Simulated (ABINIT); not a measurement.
Here is an ABINIT 10.8.3 (patched build) calculation.

File run.abi:

```
ndtset 7
getwfk -1
scalecart1 3*0.9795861087
scalecart2 3*0.9864848297
scalecart3 3*0.9932883884
scalecart4 3*1.0000000000
scalecart5 3*1.0066227096
scalecart6 3*1.0131594038
scalecart7 3*1.0196128224

pp_dirpath "./"
pseudos "Al.GGA_PBE-JTH.xml"

acell 3*1.0 Angstrom
rprim
     0.0000000000     2.0248050000     2.0248050000
     2.0248050000     0.0000000000     2.0248050000
     2.0248050000     2.0248050000     0.0000000000
ntypat 1
znucl 13
natom 1
typat 1
xred
     0.0000000000     0.0000000000     0.0000000000

ecut 20.0
pawecutdg 40.0

kptopt 1
ngkpt 11 11 11
nshiftk 1
shiftk 0.0 0.0 0.0

ixc -106132
vdw_xc 5

nband 6
occopt 3
tsmear 0.05 eV

nstep 100
tolvrs 1.0e-9

iomode 3
prtwf 1
prtden 0
prteig 0
prtebands 0
enunit 2
```

Potentials or basis: JTH PAW PBE v2.0.

Run with:

```console
$ abinit run.abi > log 2>&1
```

(1) Predict the equilibrium volume.

(2) Predict the pressure derivative of the bulk modulus.

(3) Estimate the bulk modulus.

## Answers

(1) 16.21 Å³/atom.

(2) 5.5.

(3) 62 GPa.

Caveat: pressures at fixed basis lie under the slope of the energies; the PAW data sets were made with another functional, which shifts forces and pressure a little.

**Experimental background.**

“The interpretation of polycrystalline coherent inelastic neutron scattering from aluminium”, 2013, pmc:3831299 quotes, for a bulk crystal of Al: bulk modulus 76.9 GPa.

Against the measured bulk modulus of Al, 76.9 GPa (quoted in “The interpretation of polycrystalline coherent inelastic neutron scattering from aluminium”, 2013, pmc:3831299), the calculated 62 GPa is off by -18.8 %. The fit is for a static lattice scaled at fixed shape and fixed fractional positions. The cell as given is a measured one (16.60 Å³/atom); BP86+D2 puts the equilibrium volume -2.4 % from it, thermal expansion not counted.
